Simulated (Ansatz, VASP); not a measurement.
**One calculation of Ti, two programs**

The input INCAR:

```
PREC     = Accurate       # precision mode
ENCUT    = 520            # plane-wave cutoff, eV
EDIFF    = 1E-6           # SCF threshold, eV
ISMEAR   = 0              # smearing method
SIGMA    = 0.15           # smearing width, eV
LREAL    = False          # projectors in reciprocal space
LASPH    = True           # aspherical terms in the spheres
NELM     = 100            # most SCF steps
ALGO     = Fast           # electronic algorithm
ISIF     = 2              # what is computed and relaxed
LWAVE    = False          # write WAVECAR
LCHARG   = False          # write CHGCAR
GGA      = CA             # functional
NBANDS   = 12             # bands
```

File KPOINTS:

```
Automatic mesh
0
Gamma
  22 22 22
```

File POSCAR:

```
Ti
1.0
    0.0000000000      2.2052838839      1.7201214295
    2.2052838839      0.0000000000      1.7201214295
    2.2052838839      2.2052838839      0.0000000000
Ti
1
Direct
    0.0000000000      0.0000000000      0.0000000000
```

Input for Ansatz:

```yaml
crystal:
  lattice:
    - [0.0, 2.2052838839, 1.7201214295]
    - [2.2052838839, 0.0, 1.7201214295]
    - [2.2052838839, 2.2052838839, 0.0]
  atoms:
    - { symbol: Ti, position: [0.0, 0.0, 0.0] }
basis:
  ecutwfc: 420
kpoints:
  mp_grid: { grid: [22, 22, 22] }
hamiltonian:
  xc: lda
scf:
  occupations: { method: gaussian, width: 0.15 }
output:
  forces: true
  stress: true
  eigenvalues: true
```

Alike in both runs: task single point; functional LDA; k mesh 22 × 22 × 22; occupations gaussian, width 0.15 eV; no spin polarisation.

|  | VASP | Ansatz |
| --- | --- | --- |
| version | VASP 6.6.1 | Ansatz 0.2.0 |
| potentials or method | VASP PAW LDA potentials, release 64 (Ti_sv) | scalar-relativistic, plane waves, PAW |
| plane-wave cutoff (eV) | 520 | 420 |
| valence electrons in the cell | 12 | 12 |

```csv
,VASP,Ansatz,Ansatz less VASP
gap on the k mesh at the Fermi level (eV),none,none,-
pressure (GPa),-5.8,-5.6,+0.17
largest component of the traceless stress (GPa),0.95,0.97,+0.013
```

A gap of «none» marks a metal or a gap that the smearing closes.
